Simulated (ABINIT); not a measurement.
Crystal: GaAs.

```
As Ga
1.0
     0.00000    2.82685    2.82685
     2.82685    0.00000    2.82685
     2.82685    2.82685    0.00000
As Ga
1 1
Direct
  0.75000 0.75000 0.75000
  0.00000 0.00000 0.00000
```

```yaml
Program: ABINIT 10.8.3 (patched build)
Task: relaxation of cell and atoms
Functional: PBE
Potentials_or_basis: JTH PAW PBE v2.0
Cutoff: 463 eV
k_mesh: 8 × 8 × 8
Occupations: fermi-dirac, width 0.05 eV
Spin: no spin polarisation
```

At the start: pressure 3.3 GPa; volume 22.59 Å³/atom.

Q: How do energy, volume and symmetry change on relaxing?

A: Over 4 steps the energy falls by 11.3 meV/atom and the volume is 23.73 Å³/atom (+5.0 %); space group F-43m (No. 216, to 0.05 Å).

Step by step:
| step | energy change (eV) | largest force (eV/Å) | pressure (GPa) | volume (Å³) |
| --- | --- | --- | --- | --- |
| 1 | 0.0000 | 0.0000 | 3.35 | 45.18 |
| 2 | -0.0086 | 0.0000 | 2.58 | 45.64 |
| 3 | -0.0226 | 0.0000 | 0.19 | 47.31 |
| 4 | -0.0227 | 0.0000 | 0.01 | 47.45 |

Final structure:
```
As Ga
1.0
     0.00000    2.87351    2.87351
     2.87351    0.00000    2.87351
     2.87351    2.87351    0.00000
As Ga
1 1
Direct
  0.75000 0.75000 0.75000
  0.00000 0.00000 0.00000
```
